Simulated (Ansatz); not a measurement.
# Relaxing V

The calculation used DFT PBE, scalar-relativistic, plane waves, PAW (Ansatz). Cutoff 420 eV, Γ-centred k mesh, Gaussian smearing, no spin polarisation in the final step.

V was placed on the sites of a reported Bi cell (C2/m, No. 12), at a guessed volume.

```
V
1.0
     2.54878   -2.33420    0.00000
     2.54878    2.33420    0.00000
    -0.87930    0.00000    2.36285
V
2
Direct
  0.25180 0.25180 0.14900
  0.74820 0.74820 0.85100
```

Steps on the 6×6×8 mesh (2 atoms). 10 of 16 steps are shown, and the free energy counts from the last. Trial steps that were taken back and renewals of the plane-wave basis can be among the rows.

| step | ΔF (meV/atom) | V (Å³/atom) | P (GPa) | largest force component (eV/Å) |
| --- | --- | --- | --- | --- |
| 1 | 466.5 | 14.06 | -0.20 | 0.727 |
| 2 | 413.1 | 13.87 | 1.69 | 0.541 |
| 4 | 307.6 | 13.20 | 11.45 | 2.072 |
| 5 | 190.2 | 13.22 | 7.36 | 1.761 |
| 6 | 76.3 | 13.33 | 1.10 | 0.767 |
| 8 | 53.0 | 13.35 | -1.36 | 0.001 |
| 11 | 24.5 | 13.28 | 3.09 | 0.001 |
| 12 | 7.6 | 13.41 | 0.90 | 0.001 |
| 13 | 0.9 | 13.47 | -0.25 | 0.001 |
| 16 | 0.0 | 13.45 | 0.03 | 0.000 |

Steps on the 26×26×26 mesh (1 atom). 5 of 6 steps are shown, and the free energy counts from the last.

```csv
step,ΔF (meV/atom),V (Å³/atom),P (GPa)
1,2.1,13.45,0.08
2,1.4,13.45,0.09
3,0.8,13.46,-0.08
4,0.0,13.46,-0.01
6,0.0,13.46,0.01
```

A final relaxation ran on a 26×26×26 mesh. The relaxed crystal, Im-3m (No. 229):

```cif
data_structure
_symmetry_space_group_name_H-M 'Im-3m'
_symmetry_Int_Tables_number 229
_cell_length_a 2.9969
_cell_length_b 2.9969
_cell_length_c 2.9969
_cell_angle_alpha 90.000
_cell_angle_beta 90.000
_cell_angle_gamma 90.000
_cell_volume 26.92
loop_
_atom_site_label
_atom_site_type_symbol
_atom_site_symmetry_multiplicity
_atom_site_Wyckoff_symbol
_atom_site_fract_x
_atom_site_fract_y
_atom_site_fract_z
_atom_site_occupancy
V1 V 2 a 0.00000 0.00000 0.00000 1
```

For V, the volume per atom is 13.46 Å³. The density is 6.29 g/cm³ and the gap on the 26×26×26 mesh is 0 eV (a metal).

The final run used a 26×26×26 mesh on its 1-atom cell and 0.10 eV smearing.

Symmetry constrained the relaxation, so the result can be a saddle point.